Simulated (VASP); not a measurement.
Input of a VASP 6.6.1 run:

The input INCAR:

```
SYSTEM = Ag
PREC = Accurate
ENCUT = 520
EDIFF = 1E-7
ISMEAR = 0
SIGMA = 0.05
LREAL = .FALSE.
LASPH = .TRUE.
NELM = 100
ALGO = Fast
ISIF = 2
LWAVE = .FALSE.
LCHARG = .FALSE.
GGA = PE
NBANDS = 12
```

Contents of KPOINTS:

```
regular mesh
0
G
  18 18 18
  0 0 0
```

The input POSCAR:

```
Ag
1.0
   -1.6231181371      1.6231181371      1.6231181371
    1.6231181371     -1.6231181371      1.6231181371
    1.6231181371      1.6231181371     -1.6231181371
Ag
1
Direct
    0.0000000000      0.0000000000      0.0000000000
```

Potentials or basis: VASP PAW PBE potentials, release 64 (Ag).

The run is started by

```console
$ cat potpaw_PBE.64/Ag/POTCAR > POTCAR
$ mpirun -np 1 vasp_std > vasp.out
```

Problem. Estimate the pressure.

Solution. 5.1 GPa.

Problem. What does it give for the band gap on the k mesh?

Solution. None (metal or under the smearing width).
